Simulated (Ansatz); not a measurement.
**CdF2: a line through an energy map**

An exercise on one series of results from a longer session: the logs are not shown, and one member is left open.

Computed with Ansatz 0.2.0 (DFT PBE, scalar-relativistic, plane waves, PAW, unless a step's input says otherwise).

16 further runs of the same task are left out: 16 set aside as unsound or not needed.

## The structure to begin with

It takes space group Fm-3m (No. 225, cubic). The conventional cell has a = 5.481 Å, b = 5.481 Å, c = 5.481 Å, α = 90.00°, β = 90.00°, γ = 90.00°. Cd (site symmetry m-3m) is surrounded by 8 F at 2.37 Å. Around F (site symmetry -43m) lie 4 Cd at 2.37 Å.

Coordinates:

```
Cd F
1.0
     0.00000    2.74027    2.74027
     2.74027    0.00000    2.74027
     2.74027    2.74027    0.00000
Cd F
1 2
Cartesian
  0.0000 0.0000 0.0000
  1.3701 1.3701 1.3701
  4.1104 4.1104 4.1104
```

It is the result of an earlier relaxation at this level (volume 13.72 Å³/atom; gap on the mesh: 2.92 eV).

## What is varied

The energy is mapped over volume and the cell's shape.

- volume per atom: 7 values from 11.52 to 15.91 Å³
- c/a of the conventional cell: 7 values from 0.923 to 1.083

Nothing else is relaxed (symmetry fixes all fractional coordinates). Energies count from the relaxed crystal. Points are written as (first, second).

Set-up of the first run:

input.yaml

```yaml
crystal:
  lattice:
    - [0.0, 2.5626031987, 2.6320497454]
    - [2.5626031987, 0.0, 2.6320497454]
    - [2.5626031987, 2.5626031987, 0.0]
  atoms:
    - { symbol: Cd, position: [0.0, 0.0, 0.0] }
    - { symbol: F, position: [0.25, 0.25, 0.25] }
    - { symbol: F, position: [0.75, 0.75, 0.75] }
basis:
  ecutwfc: 520.0
kpoints:
  mp_grid: { grid: [8, 8, 8] }
hamiltonian:
  xc: pbe
  pseudopotentials: { kind: paw }
scf:
  occupations: { method: gaussian, width: 0.05 }
output:
  forces: true
  stress: true
  eigenvalues: true
```

Run with:

```console
$ ansatz run input.yaml --threads 1 --pin off --max-ram 2048MiB --backend cpu --events-out ev --progress --plain --runs-dir out
```

Steps of the session up to this table: Point (11.52 Å³, 1.027); The run at (12.26 Å³, 1.027); Point (12.99 Å³, 1.027); Point (13.72 Å³, 1.027); Point (14.45 Å³, 1.027); Grid point (15.91 Å³, 1.027).

One of the session's tables, all rows but one given; the rest of the session is left out.

```
volume per atom (Å³)  energy (meV/atom)  slope (meV/atom per Å³)  pressure (GPa)  band gap on the k-mesh (eV)
               11.52                146                     −155            24.9                         3.53
               12.26                  ?                        ?               ?                            ?
               12.99                 15                      −37             5.9                         3.08
               13.72                2.1                        0             0.0                         2.88
               14.45                 12                       27            −4.3                         2.70
               15.18                 39                       46            −7.4                         2.52
               15.91                 79                       61            −9.7                         2.36
```

Estimate the missing values for volume per atom (Å³) = 12.26.

Worked estimate for «energy (meV/atom)». A straight line through the neighbours (11.52, 146) and (12.99, 15) gives 146 + (15 − 146) × (12.26 − 11.52) / (12.99 − 11.52) = 80; a parabola fitted to 3 rows on both sides gives 63.

**Answer.** energy (meV/atom): 59; slope (meV/atom per Å³): −87; pressure (GPa): 13.9; band gap on the k-mesh (eV): 3.30. In «energy (meV/atom)» the line misses by +21 and the parabola by +4.

Energies count from the relaxed crystal. Rows without a step come from runs not printed here or follow by symmetry.

In words: The lowest point of the line is at 13.72 Å³, 2.1 meV/atom from the zero. V·d²E/dV² there is about 93 GPa, a bulk modulus under this line's constraint. The well is lopsided: two grid steps out, the energy rises by 57 meV/atom towards smaller values and 37 meV/atom towards larger ones. The highest point computed, at 11.52 Å³, lies 144 meV/atom above the lowest.
